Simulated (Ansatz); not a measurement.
Mg:

```
Mg
1.0
     3.20930    0.00000    0.00000
    -1.60465    2.77934    0.00000
     0.00000    0.00000    5.21030
Mg
2
Direct
  0.66667 0.33333 0.75000
  0.33333 0.66667 0.25000
```

| Property | Result |
| --- | --- |
| Program | Ansatz 0.2.0 |
| Task | relaxation of cell and atoms |
| Functional | revPBE |
| Potentials or basis | all-electron LAPW, scalar-relativistic |
| Basis error allowed | 0.001 eV/atom |
| k mesh | 10 × 10 × 5 |
| Occupations | fermi-dirac, width 0.05 eV |
| Spin | no spin polarisation |

At the start: volume 23.24 Å³/atom.

Task: Where does the relaxation end?

Result: Over 5 steps the energy falls by 2.9 meV/atom and the volume is 23.62 Å³/atom (+1.6 %); space group P6_3/mmc (No. 194, to 0.05 Å).

Step by step:
```csv
step,energy change (eV),largest force (eV/Å),volume (Å³)
1,0.0000,0.0000,46.47
2,-0.0036,0.0000,47.01
3,-0.0058,0.0000,47.27
4,-0.0058,0.0000,47.24
5,-0.0058,0.0000,47.24
```

Final structure:
```xyz
2
Lattice="3.1951 0.0000 0.0000 -1.5975 2.7670 0.0000 0.0000 0.0000 5.3429" Properties=species:S:1:pos:R:3 pbc="T T T"
Mg    1.5975    0.9223    4.0072
Mg    0.0000    1.8447    1.3357
```
